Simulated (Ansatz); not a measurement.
Here is an Ansatz 0.2.0 calculation.

Contents of input.yaml:

```yaml
crystal:
  lattice:
    - [4.81353299, 0.0, 0.0]
    - [0.0, 4.81353299, 0.0]
    - [0.0, 0.0, 3.20541541]
  atoms:
    - { symbol: Hf, position: [0.5, 0.5, 0.5] }
    - { symbol: Hf, position: [0.0, 0.0, 0.0] }
    - { symbol: O, position: [0.80504488, 0.19495512, 0.5] }
    - { symbol: O, position: [0.69495512, 0.69495512, 0.0] }
    - { symbol: O, position: [0.30504488, 0.30504488, 0.0] }
    - { symbol: O, position: [0.19495512, 0.80504488, 0.5] }
hamiltonian:
  xc: pbe
  pseudopotentials: { kind: paw }
kpoints:
  mp_grid: { grid: [6, 6, 8] }
scf:
  occupations: { method: fermi_dirac, width: 0.05 }
output:
  forces: true
  stress: true
  eigenvalues: true
relax:
  f_tol: 0.01
  max_steps: 40
  cell: { stress_tol: 0.05 }
```

Potentials or basis: Ansatz PAW.

The run is started by

```bash
$ ansatz run input.yaml --threads 2 --pin off --max-ram 5632MiB --backend cpu --events-out ev --progress --plain --runs-dir out
```

(1) Predict the relaxed volume.

(2) Estimate the relaxed cell.

Results:

(1) 12.85 Å³/atom.

(2) a = 4.880 Å, b = 4.880 Å, c = 3.238 Å, α = 90.00°, β = 90.00°, γ = 90.00°.

Caveat: the pressure holds a Pulay correction of +0.7 GPa for the finite cutoff; spin-orbit coupling is left out, which moves the levels of the heavy elements.
